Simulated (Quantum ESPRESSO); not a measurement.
Runs of Quantum ESPRESSO 7.5 on Zn. The cell holds a slab with vacuum, 5 atoms: a = 2.779 Å, b = 2.779 Å, c = 24.075 Å, α = 90.00°, β = 90.00°, γ = 120.00°. The slab is cut from a database's or a generator's crystal, which needn't be the stable form of the element.

```csv
level,form of the LDA correlation,gap on the mesh (eV),largest force (eV/Å),work function (eV)
RPBE,-,none,0.30,4.03
PW91,-,none,0.11,4.23
PBEsol,-,none,0.09,4.30
AM05,-,none,(c),4.19
LDA,PZ81,none,0.29,4.57
revPBE,-,none,0.26,4.05
WC,-,none,(b),(a)
```

Alike in all rows: task work function; potentials or basis SG15 PBE 1.2; no spin polarisation; cell as given; k mesh 7 × 7 × 1; cutoff (eV) 952; smearing fermi-dirac 0.05 eV; the mesh is coarse, so values aren't converged.

Task: Estimate the missing entries.

Result: (a) 4.29; (b) 0.07; (c) 0.10.

Caveats: all runs use coarse meshes; the potentials were made for another functional, which shifts forces and pressure.

A gap of «none» marks a metal or a gap under the smearing width.

Runs at the PBE level aren't shown here.
